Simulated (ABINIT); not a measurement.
Hf: band structure with PBE

The system is Hf.

```
Hf
1.0
     3.19670    0.00000    0.00000
    -1.59835    2.76842    0.00000
     0.00000    0.00000    5.05780
Hf
2
Direct
  0.66667 0.33333 0.75000
  0.33333 0.66667 0.25000
```

```json
{"Program": "ABINIT 10.8.3 (patched build)", "Task": "band structure", "Functional": "PBE", "Potentials or basis": "PseudoDojo NC SR PBE v0.4.1 standard", "Cutoff": "789 eV", "k mesh": "10 × 10 × 5", "Occupations": "fermi-dirac, width 0.05 eV", "Spin": "no spin polarisation"}
```

- Pressure: 0.6 GPa
- Band gap on the k mesh: none (metal or under the smearing width)
- Valence electrons inside the program's atomic spheres: Hf 8.40 (radii [1.0584] Å)

Stress tensor (GPa, compression positive):
```
0.75 0.00 0.00
0.00 0.75 0.00
0.00 0.00 0.38
```

Levels at the corners of the path, in eV from the Fermi level:
```tsv
point	band 10	band 11	band 12	band 13	band 14	band 15
Γ	-3.70	0.63	1.19	1.19	1.47	2.02
M	-2.74	-2.22	-0.80	0.80	0.88	1.69
K	-1.79	-1.79	-1.43	0.38	0.38	2.06
Γ	-3.70	0.63	1.19	1.19	1.47	2.02
A	-5.40	0.16	0.16	1.08	1.08	1.08
L	-3.40	-0.98	-0.98	1.17	1.17	2.67
H	-1.75	-1.45	-1.45	-0.19	-0.19	2.54
A	-5.40	0.16	0.16	1.08	1.08	1.08
```

Wall time 89 s on 1 thread of Arm Neoverse V1, with other jobs on the host, peak memory 0.11 GiB.

Caveat: spin-orbit coupling is left out, which moves the levels of the heavy elements.
